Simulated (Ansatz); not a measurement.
A (001) slab of Al (P6_3/mmc (No. 194)), 10 planes, outer planes Al (top) and Al (bottom), with 10 atoms (Al10) in a surface cell of A = 7.056 Å², as cut from the bulk:

```
Al
1.0
     2.85432    0.00000    0.00000
    -1.42716    2.47192    0.00000
     0.00000    0.00000   36.11218
Al
10
Cartesian
  0.0000 1.6479 7.5000
  0.0000 0.0000 9.8458
  1.4272 0.8240 12.1916
  0.0000 0.0000 14.5374
  0.0000 1.6479 16.8832
  0.0000 0.0000 19.2290
  1.4272 0.8240 21.5748
  0.0000 0.0000 23.9206
  0.0000 1.6479 26.2664
  0.0000 0.0000 28.6122
```

All numbers below come from Ansatz 0.2.0, DFT PBE, scalar-relativistic, plane waves, PAW. Plane waves to 420 eV, a k mesh through Γ of 12×12×1 on the computed 10-atom cell and Gaussian smearing (0.10 eV); no spin polarisation. The cell repeats along c with a dipole correction in the vacuum.

Against the same 10 atoms in the bulk, the slab as cut lies 0.695 eV higher and the relaxed slab 0.691 eV higher.

Task: Work out the surface energy before and after relaxation.

Result: The slab has two faces, so γ = (E_slab − N·E_bulk)/(2A), the mean of both. As cut: 0.695/(2 × 7.056) = 0.0492 eV/Å², and 1 eV/Å² = 16.02 J/m², so γ = 0.79 J/m². Relaxed: 0.691/(2 × 7.056) = 0.0490 eV/Å² = 0.78 J/m². Relaxation recovers 0.6 % of the cost of cutting.

Task: What is the ideal work of this cut, per area?

Result: Griffith's ideal work is 2γ: 1.58 J/m² if the new faces stay rigid, 1.57 J/m² if they relax. One thickness was run, 10 planes, so γ can still shift with it.

The reference crystal is a form of Al, which isn't its usual structure.